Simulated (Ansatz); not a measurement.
The system is TaS2.

```
CELL_PARAMETERS angstrom
3.35000 0.00000 0.00000
-1.67500 2.90119 0.00000
0.00000 0.00000 5.86000
ATOMIC_POSITIONS crystal
Ta 0.00000 0.00000 0.00000
S 0.66667 0.33333 0.75000
S 0.33333 0.66667 0.25000
```

```yaml
Program: Ansatz 0.2.0
Task: relaxation of cell and atoms
Functional: rPW86-PBE
Dispersion: rVV10
Potentials_or_basis: Ansatz PAW
Cutoff: "420 eV (not typed: the program's choice for these potentials)"
k_mesh: 9 × 9 × 5
Occupations: fermi-dirac, width 0.05 eV
Spin: no spin polarisation
```

At the start: volume 18.98 Å³/atom.

Problem. Where does the relaxation end?

Solution. It ends after 6 steps and the volume is 19.93 Å³/atom (+5.0 %); space group P-3m1 (No. 164, to 0.05 Å).

The path:
```csv
step,energy change (eV),largest force (eV/Å),volume (Å³)
1,0.0000,1.6479,56.95
2,-0.1351,0.7849,58.65
3,-0.1744,0.0072,60.94
4,-0.1801,0.0127,59.75
5,-0.1803,0.0049,59.80
6,-0.1810,0.0049,59.80
```

Final structure:
```yaml
crystal:
  lattice:
    - [3.40641, 0.00000, 0.00000]
    - [-1.70321, 2.95004, 0.00000]
    - [0.00000, 0.00000, 5.95052]
  atoms:
    - { symbol: Ta, position: [0.00000, 0.00000, 0.00000] }
    - { symbol: S, position: [0.66667, 0.33333, 0.74104] }
    - { symbol: S, position: [0.33333, 0.66667, 0.25896] }
```

Caveat: the plane-wave basis is chosen anew once the cell has moved, so the energies of steps on either side of that aren't comparable; the PAW data sets come from PBE, with cores solved anew for the run's functional, which leaves a small shift of forces and pressure.
